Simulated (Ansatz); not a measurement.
# Structures of TiAl2: which is lowest?

Plane-wave DFT in Ansatz with scalar-relativistic PAW potentials, cutoff 420 eV, Γ-centred meshes chosen by cell and gap, Gaussian smearing with energies taken to zero width. Every cell was relaxed (cell and atoms) in a run of its own, within the symmetry of its start. Functional: PBEsol.

Relaxed structures (starts from databases or built by putting these elements on another compound's sites):
A. Fddd, 6 atoms in the computed cell, a = 5.174 Å, b = 8.115 Å, c = 9.278 Å; sites (symmetry × multiplicity) Ti 222 × 8, Al .2. × 16; start: built
B. Cmmm, 6 atoms in the computed cell, a = 3.901 Å, b = 12.053 Å, c = 3.972 Å; sites (symmetry × multiplicity) Ti m2m × 4, Al m2m × 4 + mmm × 2 + mmm × 2; start: database
C. I4_1/amd, 12 atoms in the computed cell, a = 3.935 Å, c = 24.107 Å; sites (symmetry × multiplicity) Ti 2mm. × 8, Al 2mm. × 8 + 2mm. × 8; start: database

Problem. Rank them by energy. Could pressure change the order?

Solution.
```csv
structure,group,E − E(lowest) (meV/atom),V (Å³/atom),gap on mesh (eV)
C,I4_1/amd,0.0,15.56,0.00
B,Cmmm,3.9,15.56,0.00
A,Fddd,270,16.23,0.00
```

C and B are level within the 5 meV/atom that separate runs leave open. The two lowest differ in volume by under 3 %, too little for a first-order estimate of what pressure does to that pair (other pairs aren't weighed here). Other structures may lie lower than all of these, and vibrations aren't counted.